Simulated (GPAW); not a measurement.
The system is KF (Carobbiite).

```
K F
1.0
     0.00000    2.67185    2.67185
     2.67185    0.00000    2.67185
     2.67185    2.67185    0.00000
K F
1 1
Direct
  0.00000 0.00000 0.00000
  0.50000 0.50000 0.50000
```

Program: GPAW 26.7.0. Alike in all runs: no spin polarisation; cell as given; smearing fermi-dirac 0.05 eV.

Order these runs on this cell by their pressure, lowest first.
A. level PBE; potentials or basis GPAW PAW data sets (gpaw-data 1.2.1), pw; k mesh 7 × 7 × 7; cutoff (eV) 600; maxiter 120; convergence default
B. level LDA; potentials or basis the program's PAW data sets (release 1.2.1) made for this functional, pw; k mesh 7 × 7 × 7; cutoff (eV) 600; maxiter 120; convergence default
C. level r2SCAN; potentials or basis GPAW PAW data sets (gpaw-data 1.2.1), pw; k mesh 9 × 9 × 9; cutoff (eV) 800; maxiter 150; band path GXWKGLUWLK,UX; band points 80

B (-3.6 GPa), C (-1.5 GPa), A (1.3 GPa).

Caveats: the cutoff is short for stress and forces, so pressures can be off by a GPa or more (some runs); the PAW data sets were made with another functional, which shifts forces and pressure a little (some runs).
